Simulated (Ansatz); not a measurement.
CuO:

```xyz
4
Lattice="3.4221 0.0000 0.0000 0.0000 3.4221 0.0000 0.0000 0.0000 4.2605" Properties=species:S:1:pos:R:3 pbc="T T T"
Cu    0.0000    1.7110    0.0000
Cu    1.7110    0.0000    2.1302
O     0.0000    0.0000    1.0651
O     0.0000    0.0000    3.1953
```

Measurements of this composition are mostly on another form, of space group No. 15.

```yaml
Program: Ansatz 0.2.0
Task: relaxation of cell and atoms
Functional: PBE
Potentials_or_basis: Ansatz PAW
Cutoff: "420 eV (not typed: the program's choice for these potentials)"
k_mesh: 8 × 8 × 6
Occupations: fermi-dirac, width 0.05 eV
Spin: no spin polarisation
Hubbard_terms: Cu d U = 4.5 eV
```

At the start: volume 12.47 Å³/atom.

Task: How do energy, volume and symmetry change on relaxing?

Result: It ends after 14 steps and the volume is 11.37 Å³/atom (-8.8 %); space group P4_2/mmc (No. 131, to 0.05 Å).

Step by step:
| step | energy change (eV) | largest force (eV/Å) | volume (Å³) |
| --- | --- | --- | --- |
| 1 | 0.0000 | 0.0000 | 49.89 |
| 2 | -0.4132 | 0.0000 | 49.82 |
| 3 | -0.8546 | 0.0000 | 47.51 |
| 4 | -1.0657 | 0.0000 | 46.33 |
| 5 | -1.1119 | 0.0000 | 45.04 |
| 6 | -1.1119 | 0.0000 | 45.35 |
| 7 | -1.1120 | 0.0000 | 45.33 |
| 8 | -1.1956 | 0.0000 | 45.33 |
| 9 | -1.2215 | 0.0000 | 45.40 |
| 10 | -1.2247 | 0.0000 | 45.54 |
| 11 | -1.2249 | 0.0000 | 45.50 |
| 12 | -1.2273 | 0.0000 | 45.50 |
| 13 | -1.2274 | 0.0000 | 45.49 |
| 14 | -1.2274 | 0.0000 | 45.49 |

Final structure:
```xyz
4
Lattice="2.9623 0.0000 0.0000 0.0000 2.9623 0.0000 0.0000 0.0000 5.1838" Properties=species:S:1:pos:R:3 pbc="T T T"
Cu    0.0000    1.4812    0.0000
Cu    1.4812    0.0000    2.5919
O     0.0000    0.0000    1.2960
O     0.0000    0.0000    3.8879
```

Caveat: the electronic state changed during the relaxation; the plane-wave basis is chosen anew once the cell has moved, so the energies of steps on either side of that aren't comparable; the pressure holds a Pulay correction of +0.6 GPa for the finite cutoff; the run has no spin polarisation, though such a crystal can be magnetic; U without spin polarisation on a metal has little footing.
